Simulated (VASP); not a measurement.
Crystal: Ge.

```
Ge
1.0
     4.73515    0.00000    0.00000
     0.00000    4.73515    0.00000
     0.00000    0.00000    4.73515
Ge
4
Direct
  0.03000 0.03000 0.03000
  0.47000 0.97000 0.53000
  0.53000 0.47000 0.97000
  0.97000 0.53000 0.47000
```

The cell was built by a generator and needn't be a form met in nature.

* Program: VASP 6.6.1
* Task: relaxation of cell and atoms
* Functional: PBE
* Potentials or basis: VASP PAW PBE potentials, release 64 (Ge_d)
* Cutoff: 600 eV
* k mesh: 4 × 4 × 4
* Occupations: gaussian, width 0.1 eV
* Spin: no spin polarisation

At the start: pressure -10.0 GPa; volume 26.54 Å³/atom.

How do energy, volume and symmetry change on relaxing?

Over 7 steps the energy falls by 256.9 meV/atom and the volume is 19.97 Å³/atom (-24.8 %); space group P2_13 (No. 198, to 0.05 Å).

Step by step:
| step | energy change (eV) | largest force (eV/Å) | pressure (GPa) | volume (Å³) |
| --- | --- | --- | --- | --- |
| 1 | 0.0000 | 0.2908 | -9.98 | 106.17 |
| 2 | -1.0050 | 0.0485 | -1.68 | 82.74 |
| 3 | -1.0156 | 0.1017 | 0.05 | 80.64 |
| 4 | -1.0150 | 0.0872 | -0.55 | 81.10 |
| 5 | -1.0170 | 0.0861 | -0.38 | 80.98 |
| 6 | -1.0223 | 0.0676 | -0.22 | 80.62 |
| 7 | -1.0278 | 0.0258 | -0.11 | 79.89 |

Final structure:
```xyz
4
Lattice="4.3069 0.0000 0.0000 0.0000 4.3069 0.0000 0.0000 0.0000 4.3069" Properties=species:S:1:pos:R:3 pbc="T T T"
Ge    0.1096    0.1096    0.1096
Ge    2.0438    4.1973    2.2631
Ge    2.2631    2.0438    4.1973
Ge    4.1973    2.2631    2.0438
```

Caveat: the volume moved by over 15 % at a fixed basis, so the end points are rough.
